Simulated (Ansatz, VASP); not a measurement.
**Si2Ni in VASP and in Ansatz**

INCAR

```
ALGO = Normal ; EDIFF = 1E-7
ENCUT = 520 ; GGA = CA
ISIF = 2 ; ISMEAR = -1
ISPIN = 2 ; LASPH = True
LCHARG = False ; LMAXMIX = 4
LORBIT = 11 ; LREAL = False
LWAVE = False ; MAGMOM = 1 0 0
NBANDS = 20 ; NELM = 150
PREC = Accurate ; SIGMA = 0.05
```

The input KPOINTS:

```
k-points
0
Gamma
  9 9 9
```

POSCAR

```
Si2Ni
1.0
    0.0000000000      2.7209011839      2.7209011839
    2.7209011839      0.0000000000      2.7209011839
    2.7209011839      2.7209011839      0.0000000000
Ni Si
1 2
Direct
    0.0000000000      0.0000000000      0.0000000000
    0.7500000000      0.7500000000      0.7500000000
    0.2500000000      0.2500000000      0.2500000000
```

input.yaml

```yaml
crystal:
  lattice:
    - [0.0, 2.7209011839, 2.7209011839]
    - [2.7209011839, 0.0, 2.7209011839]
    - [2.7209011839, 2.7209011839, 0.0]
  atoms:
    - { symbol: Ni, position: [0.0, 0.0, 0.0], spin: 1.0 }
    - { symbol: Si, position: [0.75, 0.75, 0.75] }
    - { symbol: Si, position: [0.25, 0.25, 0.25] }
kpoints:
  mp_grid: { grid: [9, 9, 9] }
scf:
  occupations: { method: fermi_dirac, width: 0.05 }
hamiltonian:
  xc: lda
  pseudopotentials: { kind: all_electron, lapw: { basis_error: 0.002 } }
magnetization:
  spin_polarized: true
output:
  forces: true
  stress: true
  eigenvalues: true
```

Change from the starting cell: volume scaled by 1.02.

Alike in both runs: task single point; functional LDA; k mesh 9 × 9 × 9; occupations fermi-dirac, width 0.05 eV; collinear spin.

|  | VASP | Ansatz |
| --- | --- | --- |
| version | VASP 6.6.1 | Ansatz 0.2.0 |
| potentials or method | VASP PAW LDA potentials, release 64 (Ni, Si) | all-electron LAPW, scalar-relativistic |
| plane-wave cutoff (eV) | 520 | see its input |

|  | VASP | Ansatz | Ansatz less VASP |
| --- | --- | --- | --- |
| gap on the k mesh at the Fermi level (eV) | none | none | - |
| pressure (GPa) | -6.9 | -7.1 | -0.18 |
| net moment per atom (μB) | 0.00 | 0.00 | 0.000 |

A gap of «none» marks a metal or a gap that the smearing closes. Ansatz ran all-electron here, so the differences hold the error of VASP's frozen core and of both bases.

Caveats: the starting moments weren't kept (Ansatz).
